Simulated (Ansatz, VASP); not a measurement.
Ga2O3 in VASP and in Ansatz

INCAR

```
  PREC = Accurate
  ENCUT = 520
  EDIFF = 1E-7
  ISMEAR = 0
  SIGMA = 0.01
  LREAL = F
  LASPH = T
  NELM = 100
  ALGO = Fast
  ISIF = 2
  LWAVE = F
  LCHARG = F
  GGA = PE
  NBANDS = 55
```

The input KPOINTS:

```
regular mesh
0
Gamma
  4 4 2
```

File POSCAR:

```
Ga2O3
1.0
    6.1070000000     -1.5185500000      0.0000000000
    6.1070000000      1.5185500000      0.0000000000
   -1.3859888959      0.0000000000      5.6300087380
Ga O
4 6
Direct
    0.0910817651      0.0910817651      0.7955842730
    0.9089182349      0.9089182349      0.2044157270
    0.6588752206      0.6588752206      0.3142084312
    0.3411247794      0.3411247794      0.6857915688
    0.1666775576      0.1666775576      0.1096485809
    0.8333224424      0.8333224424      0.8903514191
    0.1728296598      0.1728296598      0.5616616178
    0.8271703402      0.8271703402      0.4383383822
    0.4962130695      0.4962130695      0.2551023396
    0.5037869305      0.5037869305      0.7448976604
```

Input for Ansatz:

```yaml
crystal:
  lattice:
    - [6.107, -1.51855, 0.0]
    - [6.107, 1.51855, 0.0]
    - [-1.3859888959, 0.0, 5.630008738]
  atoms:
    - { symbol: Ga, position: [0.0910817651, 0.0910817651, 0.795584273] }
    - { symbol: Ga, position: [0.9089182349, 0.9089182349, 0.204415727] }
    - { symbol: Ga, position: [0.6588752206, 0.6588752206, 0.3142084312] }
    - { symbol: Ga, position: [0.3411247794, 0.3411247794, 0.6857915688] }
    - { symbol: O, position: [0.1666775576, 0.1666775576, 0.1096485809] }
    - { symbol: O, position: [0.8333224424, 0.8333224424, 0.8903514191] }
    - { symbol: O, position: [0.1728296598, 0.1728296598, 0.5616616178] }
    - { symbol: O, position: [0.8271703402, 0.8271703402, 0.4383383822] }
    - { symbol: O, position: [0.4962130695, 0.4962130695, 0.2551023396] }
    - { symbol: O, position: [0.5037869305, 0.5037869305, 0.7448976604] }
scf:
  occupations: { method: fixed }
  n_extra_bands: 4
output:
  eigenvalues: true
  write_density: true
  write_potential: true
  elf: true
  volumetric_format: npy
kpoints:
  mp_grid: { grid: [4, 4, 2] }
hamiltonian:
  xc: pbe
```

Alike in both runs: task single point; functional PBE; k mesh 4 × 4 × 2; no spin polarisation.

|  | VASP | Ansatz |
| --- | --- | --- |
| version | VASP 6.6.1 | Ansatz 0.2.0 |
| potentials or method | VASP PAW PBE potentials, release 64 (Ga_d, O) | scalar-relativistic, plane waves, PAW |
| plane-wave cutoff (eV) | 520 | 420 |
| occupations | gaussian, width 0.01 eV | fixed |
| valence electrons in the cell | 88 | 88 |

Ansatz gave:

| Property | Result |
| --- | --- |
| gap on the k mesh at the Fermi level (eV) | 2.42 |
| least direct gap on the mesh (eV) | 2.43 |

Q: What did VASP give for the same quantities?

A: gap on the k mesh at the Fermi level (eV): 2.40; least direct gap on the mesh (eV): 2.42.

Caveats: the k mesh is coarse (spacing up to 0.56 Å⁻¹), so the values aren't converged. A k mesh can miss the band edges.
